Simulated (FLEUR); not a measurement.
# Ba (Im-3m) in FLEUR: a series of runs, part 2 of 4

FLEUR MaX-R8.1 (later development tree).

## (3) Band structure, PBE, spin-orbit coupling, no magnetisation

inp.xml reads:

```xml
<?xml version="1.0" encoding="UTF-8" standalone="no"?>
<fleurInput fleurInputVersion="0.39">
   <comment>
      Ba                                                                                                  
   </comment>
   <calculationSetup>
      <cutoffs Kmax="4.1" Gmax="12.7" GmaxXC="12.7" numbands="all"/>
      <scfLoop itmax="60" minDistance="0.00001" maxIterBroyd="15" imix="Anderson" alpha="0.05" precondParam="0.0" spinf="2.0" sdNocoIR="T"/>
      <coreElectrons ctail="T" frcor="F" kcrel="0" coretail_lmax="0"/>
      <xcFunctional name="pbe" relativisticCorrections="F"/>
      <magnetism jspins="1"/>
      <soc l_soc="T" theta="0.0" phi="0.0" spav="F"/>
      <expertModes spex="0" secvar="F"/>
      <geometryOptimization l_f="F" forcealpha="1.0" forcemix="BFGS" epsdisp="0.00001" epsforce="0.00001"/>
      <ldaU l_linMix="F" mixParam="0.05" spinf="1.0"/>
   </calculationSetup>
   <cell>
      <bzIntegration valenceElectrons="20.0" mode="hist" fermiSmearingEnergy="0.00183747">
         <kPointListSelection listName="default-1"/>
         <!-- k-points included here -->
         <xi:include xmlns:xi="http://www.w3.org/2001/XInclude" href="kpts.xml"> </xi:include>
      </bzIntegration>
      <!-- symmetry operations included here -->
      <xi:include xmlns:xi="http://www.w3.org/2001/XInclude" href="sym.xml"> </xi:include>
      <bulkLattice scale="1.0">
         <bravaisMatrix>
            <row-1>   -4.7365985313098999     4.7365985313098999     4.7365985313098999</row-1>
            <row-2>    4.7365985313098999    -4.7365985313098999     4.7365985313098999</row-2>
            <row-3>    4.7365985313098999     4.7365985313098999    -4.7365985313098999</row-3>
         </bravaisMatrix>
      </bulkLattice>
   </cell>
   <atomSpecies>
      <species name="Barium (Ba)" element="Ba" atomicNumber="56">
         <mtSphere radius="2.66" gridPoints="879" logIncrement="0.015"/>
         <atomicCutoffs lmax="11" lnonsphr="8"/>
         <electronConfig flipSpins="F">
            <coreConfig>(1s1/2) (2s1/2) (2p1/2) (2p3/2) (3s1/2) (3p1/2) (3p3/2) (4s1/2) (3d3/2) (3d5/2) (4p1/2) (4p3/2)</coreConfig>
            <valenceConfig>(5s1/2) (4d3/2) (4d5/2) (5p1/2) (5p3/2) (6s1/2)</valenceConfig>
         </electronConfig>
         <energyParameters s="6" p="5" d="4" f="4"/>
         <lo type="SCLO" l="0" n="5" eDeriv="0"/>
         <lo type="HELO" l="1" n="6" eDeriv="0"/>
         <lo type="HELO" l="1" n="6" eDeriv="1"/>
         <lo type="HELO" l="2" n="5" eDeriv="0"/>
         <lo type="HELO" l="2" n="5" eDeriv="1"/>
         <lo type="SCLO" l="3" n="4" eDeriv="2"/>
      </species>
   </atomSpecies>
   <atomGroups>
      <atomGroup species="Barium (Ba)">
         <relPos label="                   1">.0000000000 .0000000000 .0000000000</relPos>
         <force calculate="T" relaxXYZ="TTT"/>
      </atomGroup>
   </atomGroups>
   <output dos="F" band="F" slice="F">
      <checks vchk="F" cdinf="F"/>
      <bandDOS minEnergy="-.5*Htr" maxEnergy="0.5*Htr" sigma="0.015" storeEVData="T"/>
      <vacuumDOS vacdos="F" integ="F" star="F" nstars="0" locx1="0.0" locy1="0.0" locx2="0.0" locy2="0.0" nstm="0" tworkf="0.0"/>
      <unfoldingBand unfoldBand="F" supercellX="1" supercellY="1" supercellZ="1"/>
      <plotting iplot="0" polar="F">
         <plot TwoD="T" vec1="  1.0  0.0  0.0" vec2="  0.0  1.0  0.0" vec3="  0.0  0.0  1.0" zero="  0.0  0.0  0.0" file="plot"/>
      </plotting>
      <chargeDensitySlicing numkpt="0" minEigenval="0.0" maxEigenval="0.0" nnne="0" pallst="F"/>
      <specialOutput eonly="F"/>
      <moessbauerParams electricFieldGradient="T" isomerShift="T" coreHyperfine="T" valenceHyperfine="T"/>
      <magneticCircularDichroism mcd="F" energyLo="-10.0" energyUp="0.0"/>
   </output>
  <!-- We include the file relax.xml here to enable relaxations (see documentation) -->
  <xi:include xmlns:xi="http://www.w3.org/2001/XInclude" href="relax.xml"> <xi:fallback/> </xi:include>
</fleurInput>
```

crystal.txt reads:

```
Ba
&input cartesian=F /
-2.5065000000  2.5065000000  2.5065000000
2.5065000000  -2.5065000000  2.5065000000
2.5065000000  2.5065000000  -2.5065000000
1.8897261246
1.0 1.0 1.0

1
56 0.0000000000  0.0000000000  0.0000000000

&soc 0.0 0.0 /
&kpt div1=6 div2=6 div3=6 gamma=T /
```

inp.xml (bands) reads:

```
<?xml version="1.0" encoding="UTF-8" standalone="no"?>
<fleurInput fleurInputVersion="0.39">
   <comment>
      Ba                                                                                                  
   </comment>
   <calculationSetup>
      <cutoffs Kmax="4.1" Gmax="12.7" GmaxXC="12.7" numbands="all"/>
      <scfLoop itmax="60" minDistance="0.00001" maxIterBroyd="15" imix="Anderson" alpha="0.05" precondParam="0.0" spinf="2.0" sdNocoIR="T"/>
      <coreElectrons ctail="T" frcor="F" kcrel="0" coretail_lmax="0"/>
      <xcFunctional name="pbe" relativisticCorrections="F"/>
      <magnetism jspins="1"/>
      <soc l_soc="T" theta="0.0" phi="0.0" spav="F"/>
      <expertModes spex="0" secvar="F"/>
      <geometryOptimization l_f="F" forcealpha="1.0" forcemix="BFGS" epsdisp="0.00001" epsforce="0.00001"/>
      <ldaU l_linMix="F" mixParam="0.05" spinf="1.0"/>
   </calculationSetup>
   <cell>
      <bzIntegration valenceElectrons="20.0" mode="hist" fermiSmearingEnergy="0.00183747">
         <kPointListSelection listName="path-1"/>
         <!-- k-points included here -->
         <xi:include xmlns:xi="http://www.w3.org/2001/XInclude" href="kpts.xml"> </xi:include>
      </bzIntegration>
      <!-- symmetry operations included here -->
      <xi:include xmlns:xi="http://www.w3.org/2001/XInclude" href="sym.xml"> </xi:include>
      <bulkLattice scale="1.0">
         <bravaisMatrix>
            <row-1>   -4.7365985313098999     4.7365985313098999     4.7365985313098999</row-1>
            <row-2>    4.7365985313098999    -4.7365985313098999     4.7365985313098999</row-2>
            <row-3>    4.7365985313098999     4.7365985313098999    -4.7365985313098999</row-3>
         </bravaisMatrix>
      </bulkLattice>
   </cell>
   <atomSpecies>
      <species name="Barium (Ba)" element="Ba" atomicNumber="56">
         <mtSphere radius="2.66" gridPoints="879" logIncrement="0.015"/>
         <atomicCutoffs lmax="11" lnonsphr="8"/>
         <electronConfig flipSpins="F">
            <coreConfig>(1s1/2) (2s1/2) (2p1/2) (2p3/2) (3s1/2) (3p1/2) (3p3/2) (4s1/2) (3d3/2) (3d5/2) (4p1/2) (4p3/2)</coreConfig>
            <valenceConfig>(5s1/2) (4d3/2) (4d5/2) (5p1/2) (5p3/2) (6s1/2)</valenceConfig>
         </electronConfig>
         <energyParameters s="6" p="5" d="4" f="4"/>
         <lo type="SCLO" l="0" n="5" eDeriv="0"/>
         <lo type="HELO" l="1" n="6" eDeriv="0"/>
         <lo type="HELO" l="1" n="6" eDeriv="1"/>
         <lo type="HELO" l="2" n="5" eDeriv="0"/>
         <lo type="HELO" l="2" n="5" eDeriv="1"/>
         <lo type="SCLO" l="3" n="4" eDeriv="2"/>
      </species>
   </atomSpecies>
   <atomGroups>
      <atomGroup species="Barium (Ba)">
         <relPos label="                   1">.0000000000 .0000000000 .0000000000</relPos>
         <force calculate="T" relaxXYZ="TTT"/>
      </atomGroup>
   </atomGroups>
   <output dos="F" band="T" slice="F">
      <checks vchk="F" cdinf="F"/>
      <bandDOS minEnergy="-.5*Htr" maxEnergy="0.5*Htr" sigma="0.015" storeEVData="T"/>
      <vacuumDOS vacdos="F" integ="F" star="F" nstars="0" locx1="0.0" locy1="0.0" locx2="0.0" locy2="0.0" nstm="0" tworkf="0.0"/>
      <unfoldingBand unfoldBand="F" supercellX="1" supercellY="1" supercellZ="1"/>
      <plotting iplot="0" polar="F">
         <plot TwoD="T" vec1="  1.0  0.0  0.0" vec2="  0.0  1.0  0.0" vec3="  0.0  0.0  1.0" zero="  0.0  0.0  0.0" file="plot"/>
      </plotting>
      <chargeDensitySlicing numkpt="0" minEigenval="0.0" maxEigenval="0.0" nnne="0" pallst="F"/>
      <specialOutput eonly="F"/>
      <moessbauerParams electricFieldGradient="T" isomerShift="T" coreHyperfine="T" valenceHyperfine="T"/>
      <magneticCircularDichroism mcd="F" energyLo="-10.0" energyUp="0.0"/>
   </output>
  <!-- We include the file relax.xml here to enable relaxations (see documentation) -->
  <xi:include xmlns:xi="http://www.w3.org/2001/XInclude" href="relax.xml"> <xi:fallback/> </xi:include>
</fleurInput>
```

Potentials or basis: all-electron, FLAPW.

Run with:

```
> inpgen -f crystal.txt -profile fastHighL
> # inp.xml edited to the form shown
> fleur_MPI
> fleur_MPI   # second run, on inp.xml (bands)
```

Log:

```text
Welcome to FLEUR        (www.flapw.de)
      MaX-Release 8.1          (www.max-centre.eu)

 ========== k-point set info ==========
 Selected k-point list: default-1
 k-point list type: mesh
 6 x 6 x 6
 Number of k points: 36

 ------------Calculation Setup---------------------------
 Number of MPI-tasks      :            1
 Number of PE/node        :            1
 Number of OMP-threads    :            1
 Most efficient MPI parallelization for:
           1           2           3           4           6           9          12          18          36
 Additional eigenvalue parallelization possible
 Number of basis functions:          573
 Approximate size of matrices (H+S) per k-point:         0.005 GB
 --------------------------------------------------------
 Iteration:     1   Distance:       2.74038893 me/bohr^3
 Iteration:     2   Distance:       2.58731929 me/bohr^3
 Iteration:     3   Distance:       0.44921115 me/bohr^3
 Iteration:     4   Distance:       0.03957762 me/bohr^3
 Iteration:     5   Distance:       0.03484955 me/bohr^3
 Iteration:     6   Distance:       0.00306892 me/bohr^3
 Iteration:     7   Distance:       0.00237727 me/bohr^3
 Iteration:     8   Distance:       0.00074519 me/bohr^3
 Iteration:     9   Distance:       0.00011934 me/bohr^3
 Iteration:    10   Distance:       0.00012505 me/bohr^3
 Iteration:    11   Distance:       0.00000809 me/bohr^3

 ********************************************************************
 Run finished successfully
 Stop message:
   all done
 ********************************************************************
```

output (bands):

```text
Welcome to FLEUR        (www.flapw.de)
      MaX-Release 8.1          (www.max-centre.eu)

 ========== k-point set info ==========
 Selected k-point list: path-1
 k-point list type: path
 Number of k points: 60

 ------------Calculation Setup---------------------------
 Number of MPI-tasks      :            1
 Number of PE/node        :            1
 Number of OMP-threads    :            1
 Most efficient MPI parallelization for:
           1           2           3           4           5           6          10          12          15          20          30          60
 Additional eigenvalue parallelization possible
 Number of basis functions:          573
 Approximate size of matrices (H+S) per k-point:         0.005 GB
 --------------------------------------------------------
 Fermi energy correction for metals:
 Fermi energy in bands.* files may not be consistent with last density.
 Please correct it manually (e.g. in band.gnu file).

 Note: Band structure data (together with different weights) is also stored in the banddos.hdf file.
       A convenient way of extracting and plotting the data from that file is by making use of the

 ********************************************************************
 Run finished successfully
 Stop message:
   Charge density postprocessing done.
 ********************************************************************
```

out.xml (last iteration):

```text
<iteration numberForCurrentRun="   11" overallNumber="   11">
         <energyParameters units="Htr">
            <atomicEP atomType="1" spin="1" branch="6s" branchLowest="-0.68" branchHighest="3.02" value="0.1005957868"/>
            <atomicEP atomType="1" spin="1" branch="5p" branchLowest="-6.26" branchHighest="0.03" value="-0.3097234761"/>
            <atomicEP atomType="1" spin="1" branch="4d" branchLowest="-27.69" branchHighest="-2.91" value="-2.8719897839"/>
            <atomicEP atomType="1" spin="1" branch="4f" branchLowest="-9.99" branchHighest="0.57" value="0.3601421270"/>
            <loAtomicEP atomType="1" spin="1" branch="5s" branchLowest="-8.57" branchHighest="-0.68" value="-0.8615937906"/>
            <heloAtomicEP atomType="1" spin="1" branch="6p" branchLowest="2.45" branchHighest="2.45" value="2.4526199205"/>
            <heloAtomicEP atomType="1" spin="1" branch="6p" branchLowest="2.45" branchHighest="2.45" value="2.4526199205"/>
            <heloAtomicEP atomType="1" spin="1" branch="5d" branchLowest="0.82" branchHighest="0.82" value="0.8239000496"/>
            <heloAtomicEP atomType="1" spin="1" branch="5d" branchLowest="0.82" branchHighest="0.82" value="0.8239000496"/>
            <loAtomicEP atomType="1" spin="1" branch="4f" branchLowest="-9.99" branchHighest="0.57" value="0.3597204878"/>
[... 906 lines left out ...]
            <densityEffectivePotentialIntegral value="-13702.8657825454"/>
            <chargeDenXCDenIntegral value="-198.3260973155"/>
            <FockExchangeEnergyValence value="0.0000000000"/>
            <FockExchangeEnergyCore value="0.0000000000"/>
            <atomTypeDependentContributions atomType="1">
               <electronNucleiInteractionDifferentMTs value="9879.1537416937"/>
               <MadelungTerm value="-28.5674416570"/>
            </atomTypeDependentContributions>
            <tkbTimesEntropy value="0.0005130915"/>
            <freeEnergy value="-8139.3829225682"/>
            <extrapolationTo0K value="-8139.3826660224"/>
         </totalEnergy>
         <densityConvergence units="me/bohr^3">
            <chargeDensity spin="1" distance="0.0000080935"/>
         </densityConvergence>
      </iteration>
```

Run time: 25 min. Hardware: 1 thread of Arm Neoverse V2, shared host; peak memory 0.51 GiB.

Results:

```yaml
Free_energy: -221483.8925 eV
Band_gap_along_the_path: none (metal or under the smearing width)
Valence_electrons_inside_the_program's_atomic_spheres: Ba 17.37 (radii Ba 2.66 bohr)
```

Levels at the corners of the path, in eV from the Fermi level:
```
point  band 17  band 18  band 19  band 20  band 21  band 22  band 23  band 24
    Γ   -13.21   -13.21    -2.76    -2.76     1.79     1.79     1.79     1.79
    H   -13.56   -13.56    -0.56    -0.56    -0.56    -0.56     3.73     3.73
    N   -13.28   -13.28    -0.91    -0.91     0.68     0.68     1.21     1.21
    Γ   -13.21   -13.21    -2.76    -2.76     1.79     1.79     1.79     1.79
    P   -13.47   -13.47     0.38     0.38     0.56     0.56     0.56     0.56
    H   -13.56   -13.56    -0.56    -0.56    -0.56    -0.56     3.73     3.73
    P   -13.47   -13.47     0.38     0.38     0.56     0.56     0.56     0.56
    N   -13.28   -13.28    -0.91    -0.91     0.68     0.68     1.21     1.21
```

Core levels (eV from the Fermi level):
```tsv
atom	levels
1 Ba	1s1/2 -37225.5, 2s1/2 -5877.7, 2p1/2 -5536.1, 2p3/2 -5154.3, 3s1/2 -1237.0, 3p1/2 -1093.7, 3p3/2 -1019.9, 4s1/2 -238.8, 3d3/2 -768.6, 3d5/2 -752.9, 4p1/2 -186.7, 4p3/2 -171.3
```

(Part 2 of 4 ends here.)
